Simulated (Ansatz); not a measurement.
# Moving the pressure in Mo

The cell as given:

The structure is cubic, space group Im-3m (No. 229). Conventional cell: a = 3.168 Å, b = 3.168 Å, c = 3.168 Å, α = 90.00°, β = 90.00°, γ = 90.00°. Mo (site symmetry m-3m) has 8 Mo at 2.74 Å as nearest neighbours.

Kept alike: task relaxation of cell and atoms; functional PBE; k mesh 12 × 12 × 12; occupations fermi-dirac, width 0.05 eV; no spin polarisation. Program: Ansatz, Ansatz PAW, cutoff 420 eV. The mesh is that of the run's cell of 1 atom. No spin-orbit coupling.

```tsv
pressure, P (GPa)	volume (Å³/atom)
0	15.781
2	15.659
5	?
10	15.230
20	14.767
30	14.366
```

The relaxations keep at least the cell's symmetry (Im-3m). For a metal such a mesh leaves the last digits unconverged. The runs follow the start's structure, whether or not it is the stable one at these pressures. P is the pressure aimed at, which the runs meet within some hundredths to tenths of a GPa.

Task: Fit the rows shown and predict the run at 5 GPa.

Result: Murnaghan's form V = V0 (1 + B′P/B0)^(-1/B′) through the rows shown has V0 = 15.7793, B0 = 262.2 GPa and B′ = 4.1 (largest miss 0.0022); at P = 5 it gives 15.492 Å³/atom. The run gave: volume 15.489 Å³/atom.
